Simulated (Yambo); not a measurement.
# SiC (Moissanite 3C) (F-43m) in Yambo: notebook

Runs on SiC (Moissanite 3C). Level: PBEsol. Tasks: optical spectrum.

All numbers are computed with Yambo 5.3.0; they aren't measurements. Logs are shortened: lines on timing, memory, paths and dates and some standing lists are left out, and cuts for length are marked.

**Experimental background.**

From “Insight into the structural, elastic and electronic properties of a new orthorhombic 6O-SiC polytype”, 2020, pmc:7200658, for a bulk crystal of SiC: band gap 2.4 eV (indirect).

How close the calculation comes is told below.

## (1) The crystal as given

The structure is cubic, space group F-43m (No. 216). Conventional cell: a = 4.358 Å, b = 4.358 Å, c = 4.358 Å, α = 90.00°, β = 90.00°, γ = 90.00°. Si (site symmetry -43m) is surrounded by 4 C at 1.89 Å. C (site symmetry -43m) has 4 Si at 1.89 Å as nearest neighbours.

## (2) Optical spectrum, PBEsol

optics0.in

```
optics
chi
Chimod= "IP"
% BndsRnXd
 1 | 29 |
%
% LongDrXd
 0 | 1 | 0 |
%
% QpntsRXd
 1 | 1 |
%
% EnRngeXd
 0 | 30 | eV
%
% DmRngeXd
 0.05 | 0.05 | eV
%
ETStpsXd= 300
```

scf.in

```
&CONTROL
  calculation = 'scf'
  prefix = 'pwscf'
  outdir = './tmp'
  pseudo_dir = './pseudo'
/
&SYSTEM
  ibrav = 0
  nat = 2
  ntyp = 2
  ecutwfc = 82
  nbnd = 9
  occupations = 'smearing'
  smearing = 'fd'
  degauss = 0.00367493
  force_symmorphic = .true.
/
&ELECTRONS
  conv_thr = 4d-10
  electron_maxstep = 120
  mixing_beta = 0.5
/
ATOMIC_SPECIES
Si    28.0850 Si.upf
C     12.0110 C.upf
CELL_PARAMETERS bohr
   0.0000000000    4.1177132256    4.1177132256
   4.1177132256    0.0000000000    4.1177132256
   4.1177132256    4.1177132256    0.0000000000
ATOMIC_POSITIONS bohr
Si     0.0000000000    0.0000000000    0.0000000000
C      6.1765698383    6.1765698383    6.1765698383
K_POINTS automatic
20 20 20 0 0 0
```

nscf.in

```
&CONTROL
  calculation = 'nscf'
  prefix = 'pwscf'
  outdir = './tmp'
  pseudo_dir = './pseudo'
/
&SYSTEM
  ibrav = 0
  nat = 2
  ntyp = 2
  ecutwfc = 82
  nbnd = 34
  occupations = 'fixed'
  force_symmorphic = .true.
/
&ELECTRONS
  conv_thr = 1d-08
  diago_full_acc = .true.
  diago_thr_init = 1d-06
/
ATOMIC_SPECIES
Si    28.0850 Si.upf
C     12.0110 C.upf
CELL_PARAMETERS bohr
   0.0000000000    4.1177132256    4.1177132256
   4.1177132256    0.0000000000    4.1177132256
   4.1177132256    4.1177132256    0.0000000000
ATOMIC_POSITIONS bohr
Si     0.0000000000    0.0000000000    0.0000000000
C      6.1765698383    6.1765698383    6.1765698383
K_POINTS automatic
20 20 20 0 0 0
```

Potentials or basis: PseudoDojo 0.4.1 SR PBEsol standard.

Started as:

```
$ OMP_NUM_THREADS=1 pw.x -in scf.in > scf.out
$ OMP_NUM_THREADS=1 pw.x -in nscf.in > nscf.out
$ cd tmp/pwscf.save; p2y; mv SAVE ../..; cd ../..
$ OMP_NUM_THREADS=1 yambo
$ OMP_NUM_THREADS=1 yambo -F optics0.in -J optics0 -C optics0_out
```

Yambo's report:

```text
[... sections 02.01 to 02.04 as in the set-up run ...]

  [02.05] Energies & Occupations
  ==============================

  [X] === General ===
  [X] Electronic Temperature                        :  0.000000  0.000000 [eV K]
  [X] Bosonic    Temperature                        :  0.000000  0.000000 [eV K]
  [X] Finite Temperature mode                       : no
  [X] El. density                                   :  0.38662E+24 [cm-3]
  [X] Fermi Level                                   :  9.438256 [eV]

  [X] === Gaps and Widths ===
  [X] Conduction Band Min                           :  1.240611 [eV]
  [X] Valence Band Max                              :  0.000000 [eV]
  [X] Filled Bands                                  :   4
  [X] Empty Bands                                   :    5   34
  [X] Direct Gap                                    :  4.458149 [eV]
  [X] Direct Gap localized at k                     :  111
  [X] Indirect Gap                                  :  1.240611 [eV]
  [X] Indirect Gap between kpts                     :    1  111
  [X] Last valence band width                       :  4.754493 [eV]
  [X] 1st conduction band width                     :  5.813008 [eV]

 [03] Transferred momenta grid and indexing
 ==========================================

 IBZ Q-points                                      :  256
 BZ  Q-points                                      :   8000

 K/Q-points units:
 rlu = crystal or reduced units; cc = cartesian coordinates; iku = interal k-units

 Q [  1]        [rlu]:  0.000000  0.000000  0.000000
 Q [  2]        [rlu]:  0.64445E-17 -0.49439E-18  0.50000E-01
 Q [  3]        [rlu]:  0.12889E-16 -0.98877E-18  0.10000
 Q [  4]        [rlu]:  0.28288E-17  0.28288E-17  0.15000
 Q [  5]        [rlu]: -0.19775E-17 -0.19775E-17  0.20000
 Q [  6]        [rlu]: -0.16350E-16 -0.16350E-16  0.25000
[... 42 lines left out ...]
 Q [ 49]        [rlu]:  0.16010E-16  0.15000      0.20000
 Q [ 50]        [rlu]:  0.26767E-16  0.15000      0.25000

 Remaining 206 points informations can be written running with -fatlog

 [WARNING] [Xd] User bands 1-29 break level degeneracy

 [04] Dipoles
 ============

  [04.01] Setup: observables and procedures
  =========================================

  [WF-Oscillators/G space/Transverse up loader] Normalization (few states)  min/max  :  0.36553E-16   1.0000

  [WR./optics0//ndb.dipoles]------------------------------------------------------
   Brillouin Zone Q/K grids (IBZ/BZ)                :    256   8000    256   8000
   RL vectors                                       :  2397 [WF]
   Fragmentation                                    : yes
   Electronic Temperature                           :  0.000000 [K]
   Bosonic    Temperature                           :  0.000000 [K]
   DIP band range                                   :   1  29
   DIP band range limits                            :   4   5
   DIP e/h energy range                             : -1.000000 -1.000000 [eV]
   RL vectors in the sum                            :  2397
   [r,Vnl] included                                 : yes
   Bands ordered                                    : yes
[... 7 lines left out ...]
  [WARNING] In case H contains other non local terms, these are neglected

 [05] Optics
 ===========

 [X-CG] R(p) Tot o/o(of R):    22057   800000      100
```

Run time: 2.5 min. Hardware: 1 thread of Arm Neoverse V2, shared host; peak memory 0.37 GiB.

What came out:

```
Band gap on the k mesh, mean-field level       : 1.24 eV, indirect (least direct gap 4.46 eV)
Absorption peak                                : 6.92 eV
Electronic dielectric constant along the field : 7.33
```

Dielectric function (along the field direction of the input):
| energy (eV) | real part | imaginary part |
| --- | --- | --- |
| 0.30 | 7.34 | 0.04 |
| 0.90 | 7.43 | 0.05 |
| 1.61 | 7.66 | 0.05 |
| 2.31 | 8.08 | 0.06 |
| 3.01 | 8.76 | 0.08 |
| 3.61 | 9.73 | 0.12 |
| 4.31 | 12.09 | 0.34 |
| 5.02 | 13.69 | 4.72 |
| 5.72 | 17.01 | 7.39 |
| 6.32 | 12.94 | 16.36 |
| 7.02 | -5.96 | 18.66 |
| 7.73 | 1.73 | 6.81 |
| 8.43 | -4.39 | 14.54 |
| 9.03 | -7.15 | 7.65 |
| 9.73 | -6.58 | 6.73 |
| 10.43 | -5.26 | 4.44 |
| 11.14 | -3.78 | 2.76 |
| 11.74 | -1.93 | 2.78 |
| 12.44 | -3.30 | 2.24 |
| 13.14 | -2.45 | 1.67 |
| 13.85 | -1.67 | 1.72 |
| 14.45 | -1.91 | 1.28 |
| 15.15 | -1.60 | 1.00 |
| 15.85 | -1.57 | 0.80 |
| 16.56 | -1.12 | 0.61 |
| 17.16 | -0.96 | 0.51 |
| 17.86 | -0.70 | 0.49 |
| 18.56 | -0.63 | 0.42 |
| 19.26 | -0.51 | 0.34 |
| 19.97 | -0.30 | 0.26 |

Energy-loss function:
```json
{"energy (eV)": "0.0", "loss": "0.001"}
{"energy (eV)": "1.3", "loss": "0.001"}
{"energy (eV)": "2.6", "loss": "0.001"}
{"energy (eV)": "3.9", "loss": "0.001"}
{"energy (eV)": "5.2", "loss": "0.019"}
{"energy (eV)": "6.5", "loss": "0.031"}
{"energy (eV)": "7.8", "loss": "0.084"}
{"energy (eV)": "9.1", "loss": "0.097"}
{"energy (eV)": "10.4", "loss": "0.094"}
{"energy (eV)": "11.7", "loss": "0.243"}
{"energy (eV)": "13.0", "loss": "0.230"}
{"energy (eV)": "14.3", "loss": "0.240"}
{"energy (eV)": "15.7", "loss": "0.320"}
{"energy (eV)": "17.0", "loss": "0.438"}
{"energy (eV)": "18.3", "loss": "0.645"}
{"energy (eV)": "19.6", "loss": "1.151"}
{"energy (eV)": "20.9", "loss": "3.086"}
{"energy (eV)": "22.2", "loss": "4.566"}
{"energy (eV)": "23.5", "loss": "3.565"}
{"energy (eV)": "24.8", "loss": "2.553"}
{"energy (eV)": "26.1", "loss": "1.343"}
{"energy (eV)": "27.4", "loss": "0.683"}
{"energy (eV)": "28.7", "loss": "0.706"}
{"energy (eV)": "30.0", "loss": "0.472"}
```

Caveat: independent-particle spectra lack excitons.

## (3) Optical spectrum, PBEsol

optics1.in

```
optics
chi
Chimod= "HARTREE"
% BndsRnXd
 1 | 29 |
%
NGsBlkXd= 3 Ry
% LongDrXd
 0 | 1 | 0 |
%
% QpntsRXd
 1 | 1 |
%
% EnRngeXd
 0 | 30 | eV
%
% DmRngeXd
 0.2 | 0.2 | eV
%
ETStpsXd= 200
```

scf.in is that of step 2.

nscf.in is that of step 2.

Potentials or basis: PseudoDojo 0.4.1 SR PBEsol standard.

Started as:

```
$ OMP_NUM_THREADS=1 pw.x -in scf.in > scf.out
$ OMP_NUM_THREADS=1 pw.x -in nscf.in > nscf.out
$ cd tmp/pwscf.save; p2y; mv SAVE ../..; cd ../..
$ OMP_NUM_THREADS=1 yambo
$ OMP_NUM_THREADS=1 yambo -F optics1.in -J optics1 -C optics1_out
```

Yambo's report:

```text
[... sections 02.01 to 02.04 as in the set-up run ...]

  [02.05] Energies & Occupations
  ==============================

  [X] === General ===
  [X] Electronic Temperature                        :  0.000000  0.000000 [eV K]
  [X] Bosonic    Temperature                        :  0.000000  0.000000 [eV K]
  [X] Finite Temperature mode                       : no
  [X] El. density                                   :  0.38662E+24 [cm-3]
  [X] Fermi Level                                   :  9.438256 [eV]

  [X] === Gaps and Widths ===
  [X] Conduction Band Min                           :  1.240611 [eV]
  [X] Valence Band Max                              :  0.000000 [eV]
  [X] Filled Bands                                  :   4
  [X] Empty Bands                                   :    5   34
  [X] Direct Gap                                    :  4.458149 [eV]
  [X] Direct Gap localized at k                     :  111
  [X] Indirect Gap                                  :  1.240611 [eV]
  [X] Indirect Gap between kpts                     :    1  111
  [X] Last valence band width                       :  4.754493 [eV]
  [X] 1st conduction band width                     :  5.813008 [eV]

 [03] Transferred momenta grid and indexing
 ==========================================

 IBZ Q-points                                      :  256
 BZ  Q-points                                      :   8000

 K/Q-points units:
 rlu = crystal or reduced units; cc = cartesian coordinates; iku = interal k-units

 Q [  1]        [rlu]:  0.000000  0.000000  0.000000
 Q [  2]        [rlu]:  0.64445E-17 -0.49439E-18  0.50000E-01
 Q [  3]        [rlu]:  0.12889E-16 -0.98877E-18  0.10000
 Q [  4]        [rlu]:  0.28288E-17  0.28288E-17  0.15000
 Q [  5]        [rlu]: -0.19775E-17 -0.19775E-17  0.20000
 Q [  6]        [rlu]: -0.16350E-16 -0.16350E-16  0.25000
[... 42 lines left out ...]
 Q [ 49]        [rlu]:  0.16010E-16  0.15000      0.20000
 Q [ 50]        [rlu]:  0.26767E-16  0.15000      0.25000

 Remaining 206 points informations can be written running with -fatlog

 [WARNING] [Xd] User bands 1-29 break level degeneracy

 [04] Dipoles
 ============

  [04.01] Setup: observables and procedures
  =========================================

  [WF-Oscillators/G space/Transverse up loader] Normalization (few states)  min/max  :  0.36553E-16   1.0000

  [WR./optics1//ndb.dipoles]------------------------------------------------------
   Brillouin Zone Q/K grids (IBZ/BZ)                :    256   8000    256   8000
   RL vectors                                       :  2397 [WF]
   Fragmentation                                    : yes
   Electronic Temperature                           :  0.000000 [K]
   Bosonic    Temperature                           :  0.000000 [K]
   DIP band range                                   :   1  29
   DIP band range limits                            :   4   5
   DIP e/h energy range                             : -1.000000 -1.000000 [eV]
   RL vectors in the sum                            :  2397
   [r,Vnl] included                                 : yes
   Bands ordered                                    : yes
[... 7 lines left out ...]
  [WARNING] In case H contains other non local terms, these are neglected

 [05] Optics
 ===========

 [X-CG] R(p) Tot o/o(of R):    22057   800000      100
```

Run time: 2.7 min. Hardware: 1 thread of Arm Neoverse V2, shared host; peak memory 1.3 GiB.

Results:

- Band gap on the k mesh, mean-field level: 1.24 eV, indirect (least direct gap 4.46 eV)
- Absorption peak: 6.78 eV
- Electronic dielectric constant along the field: 6.82
- Electronic dielectric constant along the field, independent particles: 7.32
- Peak of the energy-loss function: 21.6 eV

Dielectric function (along the field direction of the input):
```csv
energy (eV),real part,imaginary part
0.30,6.83,0.15
0.90,6.92,0.16
1.51,7.09,0.18
2.26,7.46,0.21
2.86,7.94,0.27
3.62,8.93,0.43
4.22,10.42,0.84
4.97,12.55,3.56
5.58,13.39,6.53
6.33,12.64,13.27
6.93,2.36,17.93
7.69,0.75,9.24
8.29,-0.03,11.73
9.05,-3.56,8.58
9.65,-3.54,7.01
10.40,-3.34,5.31
11.01,-3.39,3.76
11.76,-2.09,2.92
12.36,-2.59,2.84
13.12,-1.99,2.02
13.72,-1.73,1.74
14.47,-1.60,1.48
15.08,-1.35,1.33
15.83,-1.31,1.10
16.43,-1.14,0.84
17.19,-0.87,0.66
17.79,-0.71,0.59
18.54,-0.56,0.50
19.15,-0.48,0.43
19.90,-0.31,0.34
```

Energy-loss function:
```
energy (eV)   loss
        0.0  0.003
        1.4  0.003
        2.6  0.004
        3.9  0.006
        5.3  0.025
        6.5  0.041
        7.8  0.100
        9.2  0.109
       10.4  0.135
       11.8  0.226
       13.1  0.251
       14.3  0.310
       15.7  0.387
       16.9  0.513
       18.2  0.788
       19.6  1.342
       20.8  2.781
       22.2  3.504
       23.5  2.916
       24.7  2.877
       26.1  1.538
       27.4  0.708
       28.6  0.526
       30.0  0.436
```

Caveat: these spectra lack excitons.

## (4) Optical spectrum, PBEsol

optics2.in

```
optics
chi
tddft
Chimod= "ALDA"
% BndsRnXd
 1 | 29 |
%
NGsBlkXd= 4 Ry
% LongDrXd
 0 | 1 | 0 |
%
% QpntsRXd
 1 | 1 |
%
% EnRngeXd
 0 | 30 | eV
%
% DmRngeXd
 0.2 | 0.2 | eV
%
ETStpsXd= 150
FxcGRLc= 4 Ry
VXCRLvcs= 4 Ry
```

scf.in is that of step 3.

nscf.in is that of step 3.

Potentials or basis: PseudoDojo 0.4.1 SR PBEsol standard.

Started as:

```
$ OMP_NUM_THREADS=1 pw.x -in scf.in > scf.out
$ OMP_NUM_THREADS=1 pw.x -in nscf.in > nscf.out
$ cd tmp/pwscf.save; p2y; mv SAVE ../..; cd ../..
$ OMP_NUM_THREADS=1 yambo
$ OMP_NUM_THREADS=1 yambo -F optics2.in -J optics2 -C optics2_out
```

Yambo's report:

```text
[... sections 02.01 to 02.04 as in the set-up run ...]

  [02.05] Energies & Occupations
  ==============================

  [X] === General ===
  [X] Electronic Temperature                        :  0.000000  0.000000 [eV K]
  [X] Bosonic    Temperature                        :  0.000000  0.000000 [eV K]
  [X] Finite Temperature mode                       : no
  [X] El. density                                   :  0.38662E+24 [cm-3]
  [X] Fermi Level                                   :  9.438256 [eV]

  [X] === Gaps and Widths ===
  [X] Conduction Band Min                           :  1.240611 [eV]
  [X] Valence Band Max                              :  0.000000 [eV]
  [X] Filled Bands                                  :   4
  [X] Empty Bands                                   :    5   34
  [X] Direct Gap                                    :  4.458149 [eV]
  [X] Direct Gap localized at k                     :  111
  [X] Indirect Gap                                  :  1.240611 [eV]
  [X] Indirect Gap between kpts                     :    1  111
  [X] Last valence band width                       :  4.754493 [eV]
  [X] 1st conduction band width                     :  5.813008 [eV]

 [03] Transferred momenta grid and indexing
 ==========================================

 IBZ Q-points                                      :  256
 BZ  Q-points                                      :   8000

 K/Q-points units:
 rlu = crystal or reduced units; cc = cartesian coordinates; iku = interal k-units

 Q [  1]        [rlu]:  0.000000  0.000000  0.000000
 Q [  2]        [rlu]:  0.64445E-17 -0.49439E-18  0.50000E-01
 Q [  3]        [rlu]:  0.12889E-16 -0.98877E-18  0.10000
 Q [  4]        [rlu]:  0.28288E-17  0.28288E-17  0.15000
 Q [  5]        [rlu]: -0.19775E-17 -0.19775E-17  0.20000
 Q [  6]        [rlu]: -0.16350E-16 -0.16350E-16  0.25000
[... 42 lines left out ...]
 Q [ 49]        [rlu]:  0.16010E-16  0.15000      0.20000
 Q [ 50]        [rlu]:  0.26767E-16  0.15000      0.25000

 Remaining 206 points informations can be written running with -fatlog

 [WARNING] [Xd] User bands 1-29 break level degeneracy

 [04] Dipoles
 ============

  [04.01] Setup: observables and procedures
  =========================================

  [WF-Oscillators/G space/Transverse up loader] Normalization (few states)  min/max  :  0.36553E-16   1.0000

  [WR./optics2//ndb.dipoles]------------------------------------------------------
   Brillouin Zone Q/K grids (IBZ/BZ)                :    256   8000    256   8000
   RL vectors                                       :  2397 [WF]
   Fragmentation                                    : yes
   Electronic Temperature                           :  0.000000 [K]
   Bosonic    Temperature                           :  0.000000 [K]
   DIP band range                                   :   1  29
   DIP band range limits                            :   4   5
   DIP e/h energy range                             : -1.000000 -1.000000 [eV]
   RL vectors in the sum                            :  2397
   [r,Vnl] included                                 : yes
   Bands ordered                                    : yes
[... 7 lines left out ...]
  [WARNING] In case H contains other non local terms, these are neglected

 [05] Optics
 ===========

 [xc] Functional : Perdew, Burke & Ernzerhof SOL(X)+Perdew, Burke & Ernzerhof SOL(C)
 [xc] LIBXC used to calculate xc functional
  PP Number of Atomic Species                      :  2
  NLCC RL compoments                               :  14067
 [X-CG] R(p) Tot o/o(of R):    22057   800000      100
```

Wall time 2.6 min (1 thread of Arm Neoverse V2, shared host); peak memory 1.3 GiB.

What came out:

```yaml
Band_gap_on_the_k_mesh_mean-field_level: 1.24 eV, indirect (least direct gap 4.46 eV)
Absorption_peak: 6.64 eV
Electronic_dielectric_constant_along_the_field: 7.15
Electronic_dielectric_constant_along_the_field_independent_particles: 7.32
Peak_of_the_energy-loss_function: 21.5 eV
```

Dielectric function (along the field direction of the input):
```tsv
energy (eV)	real part	imaginary part
0.40	7.17	0.17
1.01	7.28	0.18
1.61	7.48	0.20
2.42	7.96	0.25
3.02	8.56	0.33
3.62	9.49	0.48
4.43	11.99	1.49
5.03	13.54	4.40
5.64	14.43	8.06
6.44	11.79	16.99
7.05	-1.10	16.18
7.65	0.09	9.66
8.46	-2.03	11.62
9.06	-4.08	8.38
9.66	-4.03	6.83
10.47	-3.70	4.92
11.07	-3.48	3.45
11.68	-2.36	2.74
12.48	-2.65	2.42
13.09	-2.08	1.95
13.69	-1.82	1.67
14.50	-1.64	1.39
15.10	-1.40	1.26
15.70	-1.34	1.11
16.51	-1.12	0.75
17.11	-0.90	0.64
17.72	-0.74	0.57
18.52	-0.57	0.48
19.13	-0.49	0.41
19.93	-0.31	0.32
```

Energy-loss function:
```json
{"energy (eV)": "0.0", "loss": "0.003"}
{"energy (eV)": "1.2", "loss": "0.003"}
{"energy (eV)": "2.6", "loss": "0.004"}
{"energy (eV)": "3.8", "loss": "0.006"}
{"energy (eV)": "5.2", "loss": "0.024"}
{"energy (eV)": "6.4", "loss": "0.040"}
{"energy (eV)": "7.9", "loss": "0.095"}
{"energy (eV)": "9.1", "loss": "0.096"}
{"energy (eV)": "10.5", "loss": "0.130"}
{"energy (eV)": "11.7", "loss": "0.209"}
{"energy (eV)": "13.1", "loss": "0.240"}
{"energy (eV)": "14.3", "loss": "0.298"}
{"energy (eV)": "15.7", "loss": "0.365"}
{"energy (eV)": "16.9", "loss": "0.499"}
{"energy (eV)": "18.3", "loss": "0.798"}
{"energy (eV)": "19.5", "loss": "1.243"}
{"energy (eV)": "20.9", "loss": "3.092"}
{"energy (eV)": "22.1", "loss": "3.683"}
{"energy (eV)": "23.6", "loss": "3.276"}
{"energy (eV)": "24.8", "loss": "2.732"}
{"energy (eV)": "26.2", "loss": "1.257"}
{"energy (eV)": "27.4", "loss": "0.712"}
{"energy (eV)": "28.8", "loss": "0.541"}
{"energy (eV)": "30.0", "loss": "0.455"}
```

Caveat: the LDA kernel is used on GGA states, which is inconsistent by a few percent; these spectra lack excitons.

(Part 1 of 2 ends here.)
